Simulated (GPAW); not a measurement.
# Zn (P6_3/mmc) in GPAW: a series of runs, part 2 of 2

GPAW 26.7.0.

**4. Optical spectrum, PBE**

This run uses another cell than the first one, of 15.94 Å³/atom, 1.040 times its volume.

Input file run.py:

```python
from ase.dft.bandgap import bandgap
from ase.io import read, write
from gpaw import GPAW, PW
from gpaw.response.df import DielectricFunction

atoms = read('Zn.xyz')

calc = GPAW(mode=PW(500),
            xc='PBE',
            kpts={'size': (9, 9, 5), 'gamma': True},
            occupations={'name': 'fermi-dirac', 'width': 0.05},
            nbands=21,
            convergence={'density': 1e-06},
            maxiter=150,
            txt='gpaw.txt')
atoms.calc = calc
energy = atoms.get_potential_energy()
calc.write('gs.gpw')
write('result.traj', atoms)
print(f'Energy: {energy:.6f} eV')
print('Fermi level:', round(calc.get_fermi_level(), 4), 'eV')
print(f'Gap: {bandgap(calc)[0]:.4f} eV, direct: {bandgap(calc, direct=True)[0]:.4f} eV')

dense = calc.fixed_density(kpts={'size': (18, 18, 9), 'gamma': True},
                           nbands=38, convergence={'bands': 32, 'eigenstates': 1e-7},
                           update_fermi_level=True, txt='dense.txt')
dense.write('dense.gpw', mode='all')

df = DielectricFunction('dense.gpw', frequencies={'type': 'nonlinear', 'domega0': 0.05, 'omega2': 10},
                        eta=0.1, ecut=50, nbands=32, rate='eta', txt='df.txt')
for direction in ['x', 'z']:
    df.get_dielectric_function(xc='RPA', direction=direction, filename=f'df_{direction}.csv')
```

Input file Zn.xyz:

```xyz
2
Lattice="2.7051356082 0.0000000000 0.0000000000 -1.3525678041 2.3427161574 0.0000000000 0.0000000000 0.0000000000 5.0313495994" Properties=species:S:1:pos:R:3 pbc="T T T"
Zn     1.3525678042      0.7809053857      3.7735121996
Zn    -0.0000000001      1.5618107717      1.2578373998
```

Potentials or basis: GPAW PAW data sets (gpaw-data 1.2.1), pw.

Command:

```
OMP_NUM_THREADS=1 python run.py
```

gpaw.txt:

```text
__  _  _
 | _ |_)|_||  |
 |__||  | ||/\| - 26.7.0

Input parameters:
  mode=PW(ecut=500.0),
  convergence={'density': 1e-06},
  kpts=MonkhorstPack(size=(9, 9, 5), gamma=True),
  maxiter=150,
  nbands=21,
  occupations=Occupations(name='fermi-dirac', width=0.05),
  xc=XC(name='PBE')

Diagonalizing LCAO Hamiltonian
Converting LCAO to pw mode

          Zn

        Zn

Atoms  # Å, Bohr magnetons
|   | symbol |         x |        y |        z |    initial magnetic moments |
|---|--------|-----------|----------|----------|-----------------------------|
| 0 |     Zn |  1.352568 | 0.780905 | 3.773512 | ( 0.0000,  0.0000,  0.0000) |
| 1 |     Zn | -0.000000 | 1.561811 | 1.257837 | ( 0.0000,  0.0000,  0.0000) |

Unit cell  # Å
| periodic |         x |        y |        z |  lengths |     angles |
|----------|-----------|----------|----------|----------|------------|
|      yes |  2.705136 | 0.000000 | 0.000000 | 2.705136 |  90.000000 |
|      yes | -1.352568 | 2.342716 | 0.000000 | 2.705136 |  90.000000 |
|      yes |  0.000000 | 0.000000 | 5.031350 | 5.031350 | 120.000000 |

Number of symmetries: 12
Symmetry operations  # r_c * U_cc + t_c -> r_c
|    | kind |            matrix            |
|----|------|------------------------------|
|  0 |  σ   |  1, 1, 0,  0,-1, 0,  0, 0, 1 |
|  1 |  S6  |  1, 1, 0, -1, 0, 0,  0, 0,-1 |
|  2 |  E   |  1, 0, 0,  0, 1, 0,  0, 0, 1 |
|  3 |  C2  |  1, 0, 0, -1,-1, 0,  0, 0,-1 |
|  4 |  C2  |  0, 1, 0,  1, 0, 0,  0, 0,-1 |
|  5 |  C3  |  0, 1, 0, -1,-1, 0,  0, 0, 1 |
|  6 |  S6  |  0,-1, 0,  1, 1, 0,  0, 0,-1 |
|  7 |  σ   |  0,-1, 0, -1, 0, 0,  0, 0, 1 |
[... 87 lines left out ...]
  Maximum mixing coefficient: 0.75
  Old densities: 10
  SVD Regularization: 0.005
  Good broyden scale: 1.0
  Trust region scale: 1.0
  Backstep threshold: 4.0
  History deletion threshold: 6.0
  Fourier metric: weight=20.0, sigma=0.015

occupation numbers:
  Fermi-Dirac:
    width: 0.0500  # eV

poisson solver:
  ecut: 4000.0  # eV

xc functional:
  name: PBE with 2 nearest neighbor stencil

convergence criteria:
- Maximum integral of absolute [dens]ity change: 1e-06 electrons / valence electron
- Maximum [total energy] change in last 3 cyles: 0.0005 eV / valence electron
- Maximum integral of absolute [eigenst]ate change: 4e-08 eV^2 / valence electron
maximum number of iterations: 150

SCF iterations
|iter     | |      energy | eigst |  dens |
|---------|-|-------------|-------|-------|
|iter:   1| |   -2.460716 | +0.07 |       |
|iter:   2| |   -2.416658 | -2.76 | -1.42 |
|iter:   3| |   -2.314554 | -1.77 | -1.46 |
|iter:   4| |   -2.319164 | -3.22 | -1.90 |
|iter:   5| |   -2.319898c| -3.23 | -2.27 |
|iter:   6| |   -2.319957c| -5.01 | -3.67 |
|iter:   7| |   -2.319971c| -5.85 | -3.80 |
|iter:   8| |   -2.319971c| -7.45c| -4.49 |
|iter:   9| |   -2.319971c| -8.11c| -4.93 |
|iter:  10| |   -2.319971c| -8.35c| -5.85 |
|iter:  11| |   -2.319971c| -8.91c| -6.18c|

Converged in 11 steps
Energy contributions relative to reference atoms: (reference = -97722.653306)

Energy contributions:
  Kinetic:          -4.026501
  Coulomb:           6.730523
  Zero:             -0.044865
  External:          0.000000
  Xc:               -4.974600
  Entropy:          -0.009055
  Spinorbit:         0.000000
  ----------------------------
  Free energy:      -2.324498
  Extrapolated:     -2.319971

dipole moment: (-0.000000, -0.000000, -0.000000)  # |e|*Ang

Fermi level: 6.453
Eigenvalues  # (at kpt = [0.000, 0.000, 0.000])
| band index |      eig [eV] | occ [0-2] |
|------------|---------------|-----------|
|          0 |        -3.852 |     2.000 |
|        ... |               |           |
|          5 |        -1.310 |     2.000 |
|          6 |        -1.310 |     2.000 |
|          7 |        -1.007 |     2.000 |
|          8 |        -1.007 |     2.000 |
|          9 |        -0.818 |     2.000 |
|         10 |        -0.818 |     2.000 |
[... 8 lines left out ...]
|         19 |        24.867 |     0.000 |
|         20 |        25.975 |     0.000 |

No gap
No difference between direct/indirect transitions
# Writing to gs.gpw (mode='')
```

stdout:

```text
Energy: -2.319971 eV
Fermi level: 6.4529 eV
Gap: 0.0000 eV, direct: 0.0000 eV
```

df.txt:

```text
NonLinearFrequencyDescriptor(from 0.000 to 50.180 eV, 327 points)
NonLinearFrequencyDescriptor(from 0.000 to 50.180 eV, 327 points)

Calculating chi0 body with:
    Ground state adapter containing:
    Number of spins: 1
    Number of kpoints: 2916
    Number of irreducible kpoints: 293
    Number of completely occupied states: 10
    Number of partially occupied states: 14

    Linear response parametrization:
    q_c: [0.0, 0.0, 0.0]
[... 42 lines left out ...]
    Ground state adapter containing:
    Number of spins: 1
    Number of kpoints: 2916
    Number of irreducible kpoints: 293
    Number of completely occupied states: 10
    Number of partially occupied states: 14

Symmetries of q_c:
    Direct symmetries (Uq -> q): 12
    Indirect symmetries (TUq -> q): 0
In total 12 allowed symmetries.

Integral kind: intraband
Plasma frequency:
[[ 7.8 +0.j  0.  +0.j  0.  +0.j]
 [ 0.  +0.j  7.8 +0.j  0.  -0.j]
 [ 0.  +0.j  0.  -0.j 10.68-0.j]]

Finished calculating chi0
```

Run time: 3.9 min. Hardware: 1 thread of Arm Neoverse V2, shared host; peak memory 0.44 GiB.

What came out:

* Free energy: -2.3245 eV
* Band gap on the k mesh: none (metal or under the smearing width)

Dielectric function (mean over the directions given):
| energy (eV) | real part | imaginary part |
| --- | --- | --- |
| 0.67 | -139.95 | 62.83 |
| 1.54 | -41.89 | 62.81 |
| 2.54 | -27.40 | 9.05 |
| 3.56 | -15.24 | 2.90 |
| 4.44 | -8.49 | 1.55 |
| 5.38 | -5.00 | 0.94 |
| 6.39 | -3.16 | 0.54 |
| 7.38 | -1.68 | 0.70 |
| 8.25 | -1.18 | 0.78 |
| 9.27 | -0.86 | 0.87 |
| 10.26 | -0.54 | 0.75 |
| 11.31 | -0.42 | 0.57 |
| 12.19 | -0.20 | 0.49 |
| 13.24 | -0.01 | 0.48 |
| 14.22 | 0.12 | 0.45 |
| 15.26 | 0.23 | 0.44 |
| 16.21 | 0.32 | 0.45 |
| 17.36 | 0.29 | 0.47 |
| 18.58 | 0.29 | 0.36 |
| 19.87 | 0.41 | 0.24 |

Caveat: the intraband term hangs on this k mesh; the long-wavelength limit can be off by several per cent where d states take part; independent-particle spectra lack excitons.

**5. Overview**

```tsv
cell	gap on the mesh (eV)
P6_3/mmc, 15.33 Å³/atom	none
P6_3/mmc, 15.64 Å³/atom	none
P6_3/mmc, 15.94 Å³/atom	none
```

Alike in all rows: task optical spectrum; level PBE; potentials or basis GPAW PAW data sets (gpaw-data 1.2.1), pw; no spin polarisation; k mesh 9 × 9 × 5; cutoff (eV) 500; smearing fermi-dirac 0.05 eV.

Every run on the cell as given and a fine mesh finds a metal.

Caveats: the intraband term hangs on this k mesh; the long-wavelength limit can be off by several per cent where d states take part; independent-particle spectra lack excitons.

Absolute energies hang on the potentials; compare differences alone.
